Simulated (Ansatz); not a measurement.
BN (started from an entry of an open crystallographic database), relaxed with r2SCAN in Ansatz 0.2.0. It is cubic, F-43m (No. 216); conventional cell a = 3.610 Å, 5.88 Å³ an atom. B is surrounded by 4 N at 1.56 Å; N is surrounded by 4 B at 1.56 Å.

The axes x, y and z are those of this cell:
```xyz
2
Lattice="0.0000 1.8048 1.8048 1.8048 0.0000 1.8048 1.8048 1.8048 0.0000" Properties=species:S:1:pos:R:3 pbc="T T T"
B     0.0000    0.0000    0.0000
N     0.9024    0.9024    0.9024
```

Unstrained: PBE gives an indirect gap of 4.477 eV, from Γ to X; the least direct gap is 8.852 eV at Γ. With r2SCAN the valence top lies at Γ and the conduction bottom at X, 5.003 eV higher; the smallest vertical gap, at Γ, is 9.587 eV. HSE06 gives an indirect gap of 5.794 eV, from Γ to X; the least direct gap is 10.592 eV at Γ. Meshes: PBE 12×12×12, r2SCAN 12×12×12, HSE06 8×8×8. Strains are changes of length per length. After each strain the atoms were relaxed again with r2SCAN within the symmetry that the strain leaves, so tilts or polar shifts that break it weren't tested; points keep the names that they have in the unstrained zone. No spin polarisation and no zero-point or thermal motion.

(1) One strain changed the r2SCAN stress by xx -44.24, yy -7.43, zz -7.43 GPa (compression positive) and the gap by -0.544 eV (PBE), -0.566 eV (r2SCAN), -0.569 eV (HSE06). Which kind of strain was it, and roughly how large?

(2) Estimate what isotropic -2.78 % on every length does to the gap.

Results:

(1) Uniaxial +5.73 % along x, other directions held. The pattern of the stress gives the kind; the size needs the stiffness, so it is an estimate.

(2) PBE: the gap goes from 4.477 to 4.561 eV (+0.084 eV). r2SCAN: the gap goes from 5.003 to 5.108 eV (+0.105 eV). HSE06: the gap goes from 5.794 to 5.902 eV (+0.108 eV). The r2SCAN energy rises by 54.0 meV an atom.

The meshes of the hybrids are coarse, so their gaps aren't converged to the digits shown.
